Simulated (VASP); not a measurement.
# Tc (P6_3/mmc) in VASP: electric field gradients with PBEsol

Aim: the electric field gradients of Tc with PBEsol.

Everything below comes from runs of VASP 6.6.1. Logs are shortened: lines on timing, memory, paths and dates and some standing lists are left out, and cuts for length are marked.

## Step 1: Starting point

Symmetry: P6_3/mmc, No. 194, hexagonal system. Conventional cell: a = 2.740 Å, b = 2.740 Å, c = 4.398 Å, α = 90.00°, β = 90.00°, γ = 120.00°. Tc (site symmetry -6m2) has 12 Tc at 2.71 to 2.74 Å as nearest neighbours.

## Step 2: Electric field gradients, PBEsol

Input file INCAR:

```
PREC = Accurate ; ENCUT = 520
EDIFF = 1E-7 ; ISMEAR = -1
SIGMA = 0.05 ; LREAL = False
LASPH = True ; NELM = 80
ALGO = Normal ; ISIF = 2
LWAVE = False ; LCHARG = False
GGA = PS ; LEFG = True
```

Input file KPOINTS:

```
Automatic mesh
0
Gamma
  14 14 8
```

Input file POSCAR:

```
Tc
1.0
    2.7400000000      0.0000000000      0.0000000000
   -1.3700000000      2.3729096064      0.0000000000
    0.0000000000      0.0000000000      4.3980000000
Tc
2
Direct
    0.3333333333      0.6666666667      0.2500000000
    0.6666666667      0.3333333333      0.7500000000
```

Potentials or basis: VASP PAW PBE potentials, release 64 (Tc_pv).

Run with:

```
cat potpaw_PBE.64/Tc_pv/POTCAR > POTCAR
mpirun -np 1 vasp_std > vasp.out
```

OUTCAR:

```text
PREC = Accurate
   ENCUT = 520
   EDIFF = 1E-7
   ISMEAR = -1
   LREAL = False
   LASPH = True
   NELM = 80
   ISIF = 2
   GGA = PS

 ion  position               nearest neighbor table
   1  0.333  0.667  0.250-   2 2.71   2 2.71   2 2.71   2 2.71   2 2.71   2 2.71
   2  0.667  0.333  0.750-   1 2.71   1 2.71   1 2.71   1 2.71   1 2.71   1 2.71

  LATTYP: Found a hexagonal cell.
 ALAT       =     2.7400000000
 C/A-ratio  =     1.6051094891

  Lattice vectors:

 A1 = (   2.7400000000,   0.0000000000,   0.0000000000)
 A2 = (  -1.3700000000,   2.3729096064,   0.0000000000)
 A3 = (   0.0000000000,   0.0000000000,   4.3980000000)

Analysis of symmetry for initial positions (statically):
=====================================================================
 Subroutine PRICEL returns:
 Original cell was already a primitive cell.

 Routine SETGRP: Setting up the symmetry group for a
 hexagonal supercell.

 Subroutine GETGRP returns: Found 24 space group operations
 (whereof 12 operations were pure point group operations)
 out of a pool of 24 trial point group operations.

The static configuration has the point symmetry D_3d.
 The point group associated with its full space group is D_6h.

Analysis of symmetry for dynamics (positions and initial velocities):
=====================================================================
 Subroutine PRICEL returns:
 Original cell was already a primitive cell.

 Routine SETGRP: Setting up the symmetry group for a
 hexagonal supercell.

 Subroutine GETGRP returns: Found 24 space group operations
 (whereof 12 operations were pure point group operations)
 out of a pool of 24 trial point group operations.

The dynamic configuration has the point symmetry D_3d.
 The point group associated with its full space group is D_6h.

 Subroutine INISYM returns: Found 24 space group operations
 (whereof 12 operations are pure point group operations),
 and found     1 'primitive' translations

----------------------------------------------------------------------------------------

                                     Primitive cell

  volume of cell :      28.5948

  direct lattice vectors                    reciprocal lattice vectors
     2.740000000  0.000000000  0.000000000     0.364963504  0.210711777  0.000000000
    -1.370000000  2.372909606  0.000000000     0.000000000  0.421423554  0.000000000
     0.000000000  0.000000000  4.398000000     0.000000000  0.000000000  0.227376080

  length of vectors
     2.740000000  2.740000000  4.398000000     0.421423554  0.421423554  0.227376080

  position of ions in fractional coordinates (direct lattice)
     0.333333333  0.666666667  0.250000000
     0.666666667  0.333333333  0.750000000

  ion indices of the primitive-cell ions
   primitive index   ion index
                 1           1
                 2           2

----------------------------------------------------------------------------------------

 KPOINTS: Automatic mesh

Automatic generation of k-mesh.
 Grid dimensions read from file:
 generate k-points for:   14   14    8

 Generating k-lattice:

  Cartesian coordinates                     Fractional coordinates (reciprocal lattice)
     0.026068822  0.015050841  0.000000000     0.071428571  0.000000000  0.000000000
     0.000000000  0.030101682  0.000000000     0.000000000  0.071428571  0.000000000
     0.000000000  0.000000000  0.028422010     0.000000000  0.000000000  0.125000000

  Length of vectors
     0.030101682  0.030101682  0.028422010

  Shift w.r.t. Gamma in fractional coordinates (k-lattice)
     0.000000000  0.000000000  0.000000000

 Subroutine IBZKPT returns following result:
 ===========================================

 Found    120 irreducible k-points:

 Following reciprocal coordinates:
            Coordinates               Weight
  0.000000  0.000000  0.000000      1.000000
  0.071429  0.000000  0.000000      6.000000
  0.142857  0.000000  0.000000      6.000000
  0.214286  0.000000  0.000000      6.000000
  0.285714 -0.000000  0.000000      6.000000
  0.357143  0.000000  0.000000      6.000000
[... 16 lines left out ...]
  0.285714  0.285714  0.000000      6.000000
  0.357143  0.285714  0.000000      6.000000
 [... further k-points ...]
   k-points           NKPTS =    120   k-points in BZ     NKDIM =    120   number of bands    NBANDS=     17
   number of dos      NEDOS =    301   number of ions     NIONS =      2
   total plane-waves  NPLWV =  14400
   dimension x,y,z NGX =    20 NGY =   20 NGZ =   36
   dimension x,y,z NGXF=    40 NGYF=   40 NGZF=   72
   ions per type =               2
   NGX,Y,Z   is equivalent  to a cutoff of  12.13, 12.13, 13.61 a.u.
   NGXF,Y,Z  is equivalent  to a cutoff of  24.27, 24.27, 27.22 a.u.
 SYSTEM =  unknown system
   PREC   = accura    normal or accurate (medium, high low for compatibility)
   ISTART =      0    job   : 0-new  1-cont  2-samecut
   ICHARG =      2    charge: 1-file 2-atom 10-const
   ISPIN  =      1    spin polarized calculation?
   LNONCOLLINEAR =      F non collinear calculations
   LSORBIT =      F    spin-orbit coupling
   LASPH  =      T    aspherical Exc in radial PAW
   ENCUT  =  520.0 eV  38.22 Ry    6.18 a.u.   5.09  5.09  8.18*2*pi/ulx,y,z
   NELM   =     80;   NELMIN=  2; NELMDL= -5     # of ELM steps
   EDIFF  = 0.1E-06   stopping-criterion for ELM
   LREAL  =      F    real-space projection
   EDIFFG = 0.1E-05   stopping-criterion for IOM
   NSW    =      0    number of steps for IOM
   IBRION =     -1    ionic relax: 0-MD 1-quasi-New 2-CG
   NFREE  =      0    steps in history (QN), initial steepest desc. (CG)
   ISIF   =      2    stress and relaxation
   ISYM   =      2    0-nonsym 1-usesym 2-fastsym
   POTIM  = 0.5000    time-step for ionic-motion
   TEBEG  =    0.0;   TEEND  =   0.0 temperature during run
   PSTRESS=    0.0 pullay stress
   NELECT =      26.0000    total number of electrons
   NUPDOWN=      -1.0000    fix difference up-down
   EMIN   =  10.00;   EMAX   =-10.00  energy-range for DOS
   EFERMI =   0.00;   METHOD = LEGACY
   ISMEAR =    -1;   SIGMA  =   0.05  broadening in eV -4-tet -1-fermi 0-gaus
   EFERMI_NEDOS =   21; number of points for ismear=-14 and -15
   IALGO  =     38    algorithm
   IMIX   =      4    mixing-type and parameters
     AMIX     =   0.40;   BMIX     =  1.00
     AMIX_MAG =   1.60;   BMIX_MAG =  1.00
  volume/ion in A,a.u.               =      14.30        96.48
  Fermi-wavevector in a.u.,A,eV,Ry     =   1.586002  2.997108 34.224109  2.515401
  Thomas-Fermi vector in A             =   2.685380
   LORBIT       =      0    0 simple, 1 ext, 2 COOP (PROOUT), +10 PAW based schemes
   GGA     = PS    functional components
   LHFCALC =     F    Hartree Fock is set to
   AEXX    =    0.0000 exact exchange contribution
   IVDW    =     0    specifies the selected vdW correction
   LEPSILON=     F    determine dielectric tensor
   LRPA    =     F    only Hartree local field effects (RPA)
 non-spin polarized calculation
  energy-cutoff  :      520.00
  volume of cell :       28.59
 maximum number of plane-waves:       786
   NGX = 11   NGY = 11   NGZ = 17

 number of electron      25.9999998 magnetization

 Free energy of the ion-electron system (eV)
  ---------------------------------------------------
  ext. energy  EPLUGINS =         0.00000000
  ---------------------------------------------------
  free energy    TOTEN  =       -22.52666976 eV

  energy without entropy =      -22.50957978  energy(sigma->0) =      -22.51812477

 E-fermi :  12.4961     XC(G=0): -13.9471

 val. band max:       12.4960547380   @ k =   0.4286   0.0714   0.1250
 cond. band min:      12.5094863111   @ k =   0.2857   0.0714   0.5000
 fundamental gap:      0.0134315732
 Fermi energy:        12.4960829013

 k-point     1 :       0.0000    0.0000    0.0000
  band No.  band energies     occupation
      1     -26.8705      2.00000
      2     -25.7522      2.00000
      3     -25.7522      2.00000
      4     -25.5652      2.00000
      5     -25.5652      2.00000
      6     -25.5290      2.00000
[... 9 lines left out ...]
     16      14.1557      0.00000
     17      15.0756      0.00000

 k-point     2 :       0.0714    0.0000    0.0000
  band No.  band energies     occupation
      1     -26.8495      2.00000
      2     -25.7999      2.00000
      3     -25.7677      2.00000
      4     -25.6147      2.00000
      5     -25.5718      2.00000
      6     -25.5379      2.00000
[... 9 lines left out ...]
     16      13.1779      0.00000
     17      15.1585      0.00000
[... 421 lines left out ...]
 k-point    24 :       0.3571    0.2857    0.0000
  band No.  band energies     occupation
      1     -26.5336      2.00000
      2     -26.3253      2.00000
      3     -26.3119      2.00000
      4     -26.1144      2.00000
      5     -26.0721      2.00000
      6     -26.0063      2.00000
[... 9 lines left out ...]
     16      15.2615      0.00000
     17      19.9201      0.00000

 [... further k-points ...]
[... 5 lines left out ...]
  --------------------------------------------------------------------------------------
  -------------------------------------------------------------------------------------
  Total       -1.2150135     -1.2150135     -1.4198711      0.0000000      0.0000000      0.0000000
  in kB      -68.0776757    -68.0776757    -79.5559227      0.0000000      0.0000000      0.0000000
  external PRESSURE =     -71.9037581 kB  Pullay stress =       0.0000000 kB

 VOLUME and BASIS-vectors are now :
 -----------------------------------------------------------------------------
  energy-cutoff  :      520.00
  volume of cell :       28.59
      direct lattice vectors                 reciprocal lattice vectors
     2.740000000  0.000000000  0.000000000     0.364963504  0.210711777  0.000000000
    -1.370000000  2.372909606  0.000000000     0.000000000  0.421423554  0.000000000
     0.000000000  0.000000000  4.398000000     0.000000000  0.000000000  0.227376080

 POSITION                                       TOTAL-FORCE (eV/Angst)
 -----------------------------------------------------------------------------------
     -0.00000      1.58194      1.09950        -0.000000      0.000000      0.000000
      1.37000      0.79097      3.29850         0.000000     -0.000000      0.000000
 -----------------------------------------------------------------------------------
    total drift:                               -0.000000      0.000000     -0.000000

  FREE ENERGIE OF THE ION-ELECTRON SYSTEM (eV)
  ---------------------------------------------------
  free  energy   TOTEN  =       -22.5266697590 eV

  energy  without entropy=      -22.5095797818  energy(sigma->0) =      -22.51812477

 Electric field gradients (V/A^2)
---------------------------------------------------------------------
 ion       V_xx      V_yy      V_zz      V_xy      V_xz      V_yz
---------------------------------------------------------------------
   1       8.820     8.821   -17.641     0.001     0.000    -0.000
   2       8.820     8.821   -17.641     0.001    -0.000     0.000
---------------------------------------------------------------------

 Electric field gradients after diagonalization (V/A^2)
 (convention: |V_zz| > |V_xx| > |V_yy|)
----------------------------------------------------------------------
 ion       V_xx      V_yy      V_zz     asymmetry (V_yy - V_xx)/ V_zz
----------------------------------------------------------------------
   1       8.822     8.819   -17.641       0.000
   2       8.822     8.819   -17.641       0.000
----------------------------------------------------------------------

           NMR quadrupolar parameters

 Cq : quadrupolar parameter    Cq=e*Q*V_zz/h
 eta: asymmetry parameters     (V_yy - V_xx)/ V_zz
 Q  : nuclear electric quadrupole moment in mb (millibarn)
----------------------------------------------------------------------
 ion       Cq(MHz)       eta       Q (mb)
----------------------------------------------------------------------
   1      -0.043       0.000       1.000
   2      -0.043       0.000       1.000
----------------------------------------------------------------------
```

It took 19 s on 1 thread of Intel Xeon 6975P-C (Granite Rapids), shared host; peak memory 0.17 GiB.

Results:

```
Free energy            : -22.5267 eV
Pressure               : -7.2 GPa
Band gap on the k mesh : none (metal or under the smearing width)
```

Levels at points of the mesh, in eV from the Fermi level:
| k point | band 10 | band 11 | band 12 | band 13 | band 14 | band 15 | band 16 | band 17 |
| --- | --- | --- | --- | --- | --- | --- | --- | --- |
| (0.00, 0.00, 0.00) | -1.52 | -1.47 | -0.80 | -0.80 | -0.09 | -0.09 | 1.66 | 2.58 |
| (0.50, 0.00, 0.00) | -1.87 | -1.13 | -0.92 | -0.48 | 2.99 | 3.37 | 3.42 | 5.35 |
| (0.00, 0.00, 0.50) | -1.88 | -1.65 | -1.65 | -1.65 | -1.65 | 1.91 | 1.91 | 1.91 |
| (0.50, 0.00, 0.50) | -3.68 | 0.17 | 0.17 | 1.44 | 1.44 | 3.24 | 3.24 | 4.40 |

Electric field gradients, principal values (V/Å²):
| atom | Vxx | Vyy | Vzz |
| --- | --- | --- | --- |
| 1 Tc | 8.819 | 8.822 | -17.641 |
| 2 Tc | 8.819 | 8.822 | -17.641 |

Caveat: the PAW data sets were made with another functional, which shifts forces and pressure a little.
